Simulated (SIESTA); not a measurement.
Runs of SIESTA 5.4.2 on Cu. The structure is cubic, space group Fm-3m (No. 225). The conventional cell has a = 3.615 Å, b = 3.615 Å, c = 3.615 Å, α = 90.00°, β = 90.00°, γ = 90.00°. Around Cu (site symmetry m-3m) lie 12 Cu at 2.56 Å. 

```csv
task,level,potentials or basis,cell,optimiser,force tolerance,energy shift,gap on the mesh (eV),pressure (GPa)
band structure,PBE,"PseudoDojo 0.4 standard (PBE files), DZ (energy shift 0.003 Ry; two zetas on semicore shells)",as given,-,-,0.003 Ry,none,-1.7
band structure,LDA,"PseudoDojo 0.4 standard (LDA files), DZP (energy shift 0.003 Ry; two zetas on semicore shells)",as given,-,-,0.003 Ry,none,(a)
band structure,PBE,"PseudoDojo 0.4 standard (PBE files), TZDP (energy shift 0.01 Ry)",as given,-,-,0.01 Ry,none,-1.3
relaxation of cell and atoms,PBE,"PseudoDojo 0.4 standard (PBE files), TZDP (energy shift 0.003 Ry; two zetas on semicore shells)",relaxed,CG,0.02 eV/Å,0.003 Ry,none,0.0
band structure,PBE,"SG15 1.2 (PBE files) or PseudoDojo by element, DZP (energy shift 0.003 Ry; two zetas on semicore shells)",as given,-,-,0.003 Ry,none,0.0
```

Alike in all rows: no spin polarisation; k mesh 13 × 13 × 13; smearing fermi-dirac 0.05 eV; grid cutoff 800 Ry.

Fill in the values left out.

(a) -13.4.

Caveats: the basis of atomic orbitals isn't converged, which shifts pressures, moduli and gaps; short orbitals over semicore shells can move pressures by several GPa (some runs); the basis has no polarisation orbitals (some runs); semicore shells carry a single zeta, which can move pressures by several GPa and volumes by a few percent (some runs).

A gap of «none» marks a metal or a gap under the smearing width.
